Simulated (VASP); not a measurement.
# TiTe2 in VASP: a series of runs

The runs below take TiTe2 through single point, with PBE.

Program: VASP 6.6.1. These are calculated values, not measurements. Logs are shortened: lines on timing, memory, paths and dates and some standing lists are left out, and cuts for length are marked.

## (1) The slab as given

The cell holds a slab with vacuum, 6 atoms: a = 3.777 Å, b = 3.777 Å, c = 13.913 Å, α = 90.00°, β = 90.00°, γ = 120.00°.

## (2) Single point, PBE

INCAR

```
SYSTEM = TiTe2
ALGO = Normal ; DIPOL = 0.5 0.5 0.500
EDIFF = 1E-7 ; ENCUT = 460
GGA = PE ; IDIPOL = 3
ISIF = 2 ; ISMEAR = 0
LASPH = .True. ; LCHARG = .False.
LDIPOL = .True. ; LREAL = .False.
LVACPOTAV = .True. ; LVHAR = .True.
LWAVE = .False. ; NBANDS = 38
NELM = 120 ; PREC = Accurate
SIGMA = 0.05
```

KPOINTS

```
k-points
0
Gamma
  9 9 1
  0 0 0
```

POSCAR

```
TiTe2
1.0
    3.7770008876      0.0000000000      0.0000000000
   -1.8885004438      3.2709787188      0.0000000000
    0.0000000000      0.0000000000     13.9133488000
Te Ti
4 2
Direct
    0.3333333333      0.6666666666      0.1437468455
    0.6666666667      0.3333333334      0.3892196536
    0.3333333333      0.6666666666      0.6107803464
    0.6666666667      0.3333333334      0.8562531545
    0.0000000000      0.0000000000      0.2664832495
    0.0000000000      0.0000000000      0.7335167505
```

Potentials or basis: VASP PAW PBE potentials, release 64 (Te, Ti_sv).

Run with:

```bash
$ cat potpaw_PBE.64/Te/POTCAR potpaw_PBE.64/Ti_sv/POTCAR > POTCAR
$ mpirun -np 1 vasp_std > vasp.out
```

OUTCAR:

```text
SYSTEM = TiTe2
   EDIFF = 1E-7
   ENCUT = 460
   GGA = PE
   ISIF = 2
   ISMEAR = 0
   LASPH = .True.
   LREAL = .False.
   NELM = 120
   PREC = Accurate

 Found     12 irreducible k-points:

 Following reciprocal coordinates:
            Coordinates               Weight
  0.000000  0.000000  0.000000      1.000000
  0.111111  0.000000  0.000000      6.000000
  0.222222  0.000000  0.000000      6.000000
  0.333333  0.000000  0.000000      6.000000
  0.444444  0.000000  0.000000      6.000000
  0.111111  0.111111  0.000000      6.000000
   k-points           NKPTS =     12   k-points in BZ     NKDIM =     12   number of bands    NBANDS=     38
   number of dos      NEDOS =    301   number of ions     NIONS =      6
   total plane-waves  NPLWV =  76832
   dimension x,y,z NGX =    28 NGY =   28 NGZ =   98
   dimension x,y,z NGXF=    56 NGYF=   56 NGZF=  196
   ions per type =               4   2
   NGX,Y,Z   is equivalent  to a cutoff of  12.32, 12.32, 11.71 a.u.
   NGXF,Y,Z  is equivalent  to a cutoff of  24.65, 24.65, 23.42 a.u.
 SYSTEM =  TiTe2
   PREC   = accura    normal or accurate (medium, high low for compatibility)
   ISTART =      0    job   : 0-new  1-cont  2-samecut
   ICHARG =      2    charge: 1-file 2-atom 10-const
   ISPIN  =      1    spin polarized calculation?
   LNONCOLLINEAR =      F non collinear calculations
   LSORBIT =      F    spin-orbit coupling
   LASPH  =      T    aspherical Exc in radial PAW
   ENCUT  =  460.0 eV  33.81 Ry    5.81 a.u.   6.61  6.61 24.33*2*pi/ulx,y,z
   NELM   =    120;   NELMIN=  2; NELMDL= -5     # of ELM steps
   EDIFF  = 0.1E-06   stopping-criterion for ELM
   LREAL  =      F    real-space projection
   EDIFFG = 0.1E-05   stopping-criterion for IOM
   NSW    =      0    number of steps for IOM
   IBRION =     -1    ionic relax: 0-MD 1-quasi-New 2-CG
   NFREE  =      0    steps in history (QN), initial steepest desc. (CG)
   ISIF   =      2    stress and relaxation
   ISYM   =      2    0-nonsym 1-usesym 2-fastsym
   POTIM  = 0.5000    time-step for ionic-motion
   TEBEG  =    0.0;   TEEND  =   0.0 temperature during run
   PSTRESS=    0.0 pullay stress
   NELECT =      48.0000    total number of electrons
   NUPDOWN=      -1.0000    fix difference up-down
   EMIN   =  10.00;   EMAX   =-10.00  energy-range for DOS
   EFERMI =   0.00;   METHOD = LEGACY
   ISMEAR =     0;   SIGMA  =   0.05  broadening in eV -4-tet -1-fermi 0-gaus
   EFERMI_NEDOS =   21; number of points for ismear=-14 and -15
   IALGO  =     38    algorithm
   IMIX   =      4    mixing-type and parameters
     AMIX     =   0.40;   BMIX     =  1.00
     AMIX_MAG =   1.60;   BMIX_MAG =  1.00
  volume/ion in A,a.u.               =      28.65       193.33
  Fermi-wavevector in a.u.,A,eV,Ry     =   1.070048  2.022097 15.578695  1.145002
  Thomas-Fermi vector in A             =   2.205746
   LORBIT       =      0    0 simple, 1 ext, 2 COOP (PROOUT), +10 PAW based schemes
   GGA     = PE    functional components
   LHFCALC =     F    Hartree Fock is set to
   AEXX    =    0.0000 exact exchange contribution
   IVDW    =     0    specifies the selected vdW correction
   LEPSILON=     F    determine dielectric tensor
   LRPA    =     F    only Hartree local field effects (RPA)
 non-spin polarized calculation
 Gauss-broadening in eV      SIGMA  =   0.05
  energy-cutoff  :      460.00
  volume of cell :      171.89
 maximum number of plane-waves:      3895
 NGX is ok and might be reduce to    28
   NGX = 13   NGY = 13   NGZ = 49

 dipolmoment           0.000000      0.000000      0.000000 electrons x Angstroem

 number of electron      47.9999991 magnetization

 dipolmoment           0.000000      0.000000     -0.000000 electrons x Angstroem

 Free energy of the ion-electron system (eV)
  ---------------------------------------------------
  ext. energy  EPLUGINS =         0.00000000
  ---------------------------------------------------
  free energy    TOTEN  =       -32.36659108 eV

  energy without entropy =      -32.35814544  energy(sigma->0) =      -32.36236826

 E-fermi :   6.0389     XC(G=0):  -9.4326

 val. band max:        6.0277880221   @ k =   0.3333   0.0000   0.0000
 cond. band min:       6.0401160431   @ k =   0.4444   0.0000   0.0000
 fundamental gap:      0.0123280211
 Fermi energy:         6.0388821212

 k-point     1 :       0.0000    0.0000    0.0000
  band No.  band energies     occupation
      1     -51.4709      2.00000
      2     -51.4709      2.00000
      3     -27.7214      2.00000
      4     -27.7214      2.00000
      5     -27.7214      2.00000
      6     -27.7214      2.00000
      7     -27.6986      2.00000
      8     -27.6986      2.00000
      9      -6.2569      2.00000
     10      -5.9133      2.00000
     11      -5.3785      2.00000
     12      -4.9567      2.00000
     13       1.0965      2.00000
     14       2.4195      2.00000
     15       3.7305      2.00000
     16       4.3814      2.00000
     17       4.3814      2.00000
     18       4.4236      2.00000
     19       4.4236      2.00000
     20       6.0107      1.57484
     21       6.3871      0.00000
     22       6.4076      0.00000
     23       6.4076      0.00000
     24       6.4139      0.00000
     25       6.4139      0.00000
     26       6.9020      0.00000
     27       6.9020      0.00000
     28       6.9952      0.00000
     29       7.0926      0.00000
     30       7.0926      0.00000
     31       9.2216      0.00000
     32       9.2216      0.00000
     33       9.4758      0.00000
     34       9.4758      0.00000
     35      11.2662      0.00000
     36      11.3397      0.00000

 k-point     2 :       0.1111    0.0000    0.0000
  band No.  band energies     occupation
      1     -51.4705      2.00000
      2     -51.4705      2.00000
      3     -27.7263      2.00000
      4     -27.7263      2.00000
      5     -27.7225      2.00000
      6     -27.7225      2.00000
      7     -27.6975      2.00000
      8     -27.6975      2.00000
      9      -6.1231      2.00000
     10      -5.7824      2.00000
     11      -5.2853      2.00000
     12      -4.8819      2.00000
     13       1.2546      2.00000
     14       2.5428      2.00000
     15       3.4031      2.00000
     16       4.0227      2.00000
     17       4.3928      2.00000
     18       4.4450      2.00000
     19       4.6066      2.00000
     20       5.4627      2.00000
     21       5.6020      2.00000
     22       5.9724      1.93986
     23       6.0499      0.75473
     24       6.0645      0.46788
     25       6.3598      0.00000
     26       6.5641      0.00000
     27       7.0550      0.00000
     28       7.2126      0.00000
     29       7.3243      0.00000
     30       7.5236      0.00000
     31       8.6794      0.00000
     32       8.7978      0.00000
     33       9.0761      0.00000
     34       9.2871      0.00000
     35      11.8190      0.00000
     36      12.0430      0.00000

 k-point     3 :       0.2222    0.0000    0.0000
  band No.  band energies     occupation
      1     -51.4696      2.00000
      2     -51.4696      2.00000
      3     -27.7386      2.00000
      4     -27.7386      2.00000
      5     -27.7254      2.00000
      6     -27.7253      2.00000
      7     -27.6946      2.00000
      8     -27.6946      2.00000
      9      -5.7450      2.00000
     10      -5.4172      2.00000
     11      -5.0286      2.00000
     12      -4.6836      2.00000
     13       1.6953      2.00000
     14       2.7685      2.00000
     15       2.8176      2.00000
     16       3.3069      2.00000
     17       3.9096      2.00000
     18       4.0794      2.00000
     19       4.3754      2.00000
     20       4.4563      2.00000
     21       4.6837      2.00000
     22       5.4714      2.00000
     23       5.5814      2.00000
     24       5.6393      2.00000
     25       6.2233      0.00000
     26       6.3502      0.00000
     27       7.1645      0.00000
     28       7.3311      0.00000
     29       7.4530      0.00000
     30       7.5785      0.00000
     31       8.1559      0.00000
     32       8.6988      0.00000
     33       8.8571      0.00000
     34       9.1301      0.00000
     35      11.7006      0.00000
     36      12.1044      0.00000

 k-point     4 :       0.3333    0.0000    0.0000
  band No.  band energies     occupation
      1     -51.4686      2.00000
      2     -51.4686      2.00000
      3     -27.7525      2.00000
      4     -27.7525      2.00000
      5     -27.7286      2.00000
      6     -27.7286      2.00000
      7     -27.6914      2.00000
      8     -27.6914      2.00000
      9      -5.2080      2.00000
     10      -4.9203      2.00000
     11      -4.6854      2.00000
     12      -4.4523      2.00000
     13       1.9277      2.00000
     14       2.0604      2.00000
     15       2.3440      2.00000
     16       2.5997      2.00000
     17       2.8371      2.00000
     18       3.6386      2.00000
     19       4.2385      2.00000
     20       4.3731      2.00000
     21       4.4512      2.00000
     22       4.9113      2.00000
     23       5.1819      2.00000
     24       5.3797      2.00000
     25       6.0278      1.24632
     26       6.1190      0.02342
     27       7.2352      0.00000
     28       7.3230      0.00000
     29       7.3572      0.00000
     30       7.5043      0.00000
     31       8.5079      0.00000
     32       8.7865      0.00000
     33       8.8783      0.00000
     34       9.1879      0.00000
     35      10.9645      0.00000
     36      11.3128      0.00000

 k-point     5 :       0.4444    0.0000    0.0000
  band No.  band energies     occupation
      1     -51.4680      2.00000
      2     -51.4679      2.00000
      3     -27.7616      2.00000
      4     -27.7616      2.00000
      5     -27.7307      2.00000
      6     -27.7306      2.00000
      7     -27.6892      2.00000
      8     -27.6892      2.00000
      9      -4.7203      2.00000
     10      -4.5178      2.00000
     11      -4.4023      2.00000
     12      -4.3579      2.00000
     13       1.2081      2.00000
     14       1.2612      2.00000
     15       1.8071      2.00000
     16       2.3137      2.00000
     17       3.2461      2.00000
     18       3.7048      2.00000
     19       4.0068      2.00000
     20       4.0939      2.00000
     21       4.2642      2.00000
     22       4.7599      2.00000
     23       5.0743      2.00000
     24       5.3621      2.00000
     25       5.8385      2.00000
     26       6.0401      0.97216
     27       7.1748      0.00000
     28       7.1876      0.00000
     29       7.4662      0.00000
     30       7.5012      0.00000
     31       8.5974      0.00000
     32       8.7925      0.00000
     33       9.2322      0.00000
     34       9.2511      0.00000
     35      10.4107      0.00000
     36      10.5945      0.00000

 k-point     6 :       0.1111    0.1111    0.0000
  band No.  band energies     occupation
      1     -51.4699      2.00000
      2     -51.4699      2.00000
      3     -27.7344      2.00000
      4     -27.7344      2.00000
      5     -27.7249      2.00000
      6     -27.7249      2.00000
      7     -27.6955      2.00000
      8     -27.6955      2.00000
      9      -5.8668      2.00000
     10      -5.5338      2.00000
     11      -5.1100      2.00000
     12      -4.7447      2.00000
     13       1.5561      2.00000
     14       2.7379      2.00000
     15       3.0004      2.00000
     16       3.5477      2.00000
     17       4.2355      2.00000
     18       4.3233      2.00000
     19       4.5949      2.00000
     20       4.6766      2.00000
     21       4.7243      2.00000
     22       5.2840      2.00000
     23       5.3188      2.00000
     24       5.9061      1.99983
     25       6.3973      0.00000
     26       6.5937      0.00000
     27       7.1790      0.00000
     28       7.2976      0.00000
     29       7.3195      0.00000
     30       7.6909      0.00000
     31       8.3166      0.00000
     32       8.6885      0.00000
     33       8.6957      0.00000
     34       8.8912      0.00000
     35      12.2876      0.00000
     36      12.7905      0.00000

 [... further k-points ...]

 [bands above 36 left out]

------------------------ aborting loop because EDIFF is reached ----------------------------------------

  FORCE on cell =-STRESS in cart. coord.  units (eV):
  Direction    XX          YY          ZZ          XY          YZ          ZX
  --------------------------------------------------------------------------------------
  -------------------------------------------------------------------------------------
  Total        0.6833483      0.6833483      0.9009924      0.0000000      0.0000000      0.0000000
  in kB        6.3693667      6.3693667      8.3979881      0.0000000      0.0000000      0.0000000
  external PRESSURE =       7.0455738 kB  Pullay stress =       0.0000000 kB

 VOLUME and BASIS-vectors are now :
 -----------------------------------------------------------------------------
  energy-cutoff  :      460.00
  volume of cell :      171.89
      direct lattice vectors                 reciprocal lattice vectors
     3.777000888  0.000000000  0.000000000     0.264760330  0.152859448  0.000000000
    -1.888500444  3.270978719  0.000000000     0.000000000  0.305718895  0.000000000
     0.000000000  0.000000000 13.913348800     0.000000000  0.000000000  0.071873423

 POSITION                                       TOTAL-FORCE (eV/Angst)
 -----------------------------------------------------------------------------------
     -0.00000      2.18065      2.00000        -0.000000     -0.000000     -0.176394
      1.88850      1.09033      5.41535        -0.000000      0.000000      0.029524
     -0.00000      2.18065      8.49800         0.000000      0.000000     -0.029524
      1.88850      1.09033     11.91335         0.000000      0.000000      0.176394
      0.00000      0.00000      3.70767        -0.000000      0.000000      0.037184
      0.00000      0.00000     10.20567         0.000000     -0.000000     -0.037184
 -----------------------------------------------------------------------------------
    total drift:                               -0.000000     -0.000000      0.000000

  FREE ENERGIE OF THE ION-ELECTRON SYSTEM (eV)
  ---------------------------------------------------
  free  energy   TOTEN  =       -32.3665910849 eV

  energy  without entropy=      -32.3581454385  energy(sigma->0) =      -32.36236826
```

Wall time 59 s (1 thread of Intel Xeon 6975P-C (Granite Rapids), shared host); peak memory 0.27 GiB.

These settings aren't checked as converged: the numbers below hold their error.

What came out:

* Free energy: -32.3666 eV
* Largest force: 0.176 eV/Å
* Band gap on the k mesh: none (metal or under the smearing width)

## (3) Single point, PBE

This run uses another cell than the first one, of 57.48 Å³/atom, 2.006 times its volume.

INCAR is that of step 2.

KPOINTS

```
k-points
0
Gamma
  5 5 1
  0 0 0
```

POSCAR

```
TiTe2
1.0
    3.7770008876      0.0000000000      0.0000000000
   -1.8885004438      3.2709787188      0.0000000000
    0.0000000000      0.0000000000     27.9133488000
Te Ti
4 2
Direct
    0.3333333333      0.6666666666      0.3224263797
    0.6666666667      0.3333333334      0.4447817741
    0.3333333333      0.6666666666      0.5552182259
    0.6666666667      0.3333333334      0.6775736203
    0.0000000000      0.0000000000      0.3836040769
    0.0000000000      0.0000000000      0.6163959231
```

Potentials or basis: VASP PAW PBE potentials, release 64 (Te, Ti_sv).

Run with:

```bash
$ cat potpaw_PBE.64/Te/POTCAR potpaw_PBE.64/Ti_sv/POTCAR > POTCAR
$ mpirun -np 1 vasp_std > vasp.out
```

Wall time 97 s (1 thread of Intel Xeon 6975P-C (Granite Rapids), shared host); peak memory 0.39 GiB.

These settings aren't checked as converged: the numbers below hold their error.

What came out:

```
Free energy                     : -32.3269 eV
Largest force                   : 0.228 eV/Å
Band gap on the k mesh          : none (metal or under the smearing width)
Work function of the upper face : 5.03 eV
Work function of the lower face : 5.03 eV
```

Caveat: the k mesh is coarse (spacing up to 0.38 Å⁻¹), so the values aren't converged.

(Part 1 of 2 ends here.)
